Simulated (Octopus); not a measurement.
# InP under changes of volume

One of the cells (25.167 Å³/atom); the others are scaled copies at fixed shape and fractional positions:

```
In P
1.0
     0.00000    2.93050    2.93050
     2.93050    0.00000    2.93050
     2.93050    2.93050    0.00000
In P
1 1
Direct
  0.00000 0.00000 0.00000
  0.75000 0.75000 0.75000
```

| Property | Result |
| --- | --- |
| Program | Octopus 16.4 |
| Functional | PBEsol |
| Potentials or basis | pseudodojo_pbesol (PseudoDojo 0.4, PBEsol) |
| Grid spacing | 0.143 Å |
| k mesh | 8 × 8 × 8 |
| Occupations | fermi-dirac, width 0.05 eV |
| Spin | no spin polarisation |

| volume (Å³/atom) | energy over the lowest point (meV/atom) | gap on the mesh (eV) |
| --- | --- | --- |
| 23.657 | 44.66 | 0.94 |
| 24.160 | 26.87 | 0.83 |
| 24.663 | ? | ? |
| 25.167 | 5.62 | 0.61 |
| 25.670 | 0.64 | 0.51 |
| 26.173 | 0.00 | 0.40 |
| 26.677 | 3.22 | 0.30 |

What does the run at 24.663 Å³/atom give?

Energy over the lowest point 14.05 meV/atom; gap on the mesh 0.72 eV.

Worked out: A Birch-Murnaghan fit of order 3 (a polynomial in V^(-2/3)) to the other rows has its minimum at 26.01 Å³/atom with B0 = V·E''(V) = 62 GPa (rough, since the energies scatter). It gives 14.04 meV/atom at 24.663 Å³/atom, against the run's 14.05. A straight line through the other rows of the gap, of slope -5.33 eV per unit of ln V (its deformation potential), gives 0.72 eV, against the run's 0.72.

Energies are extrapolated to zero smearing.

Caveats: spin-orbit coupling is left out, which moves the levels of the heavy elements.
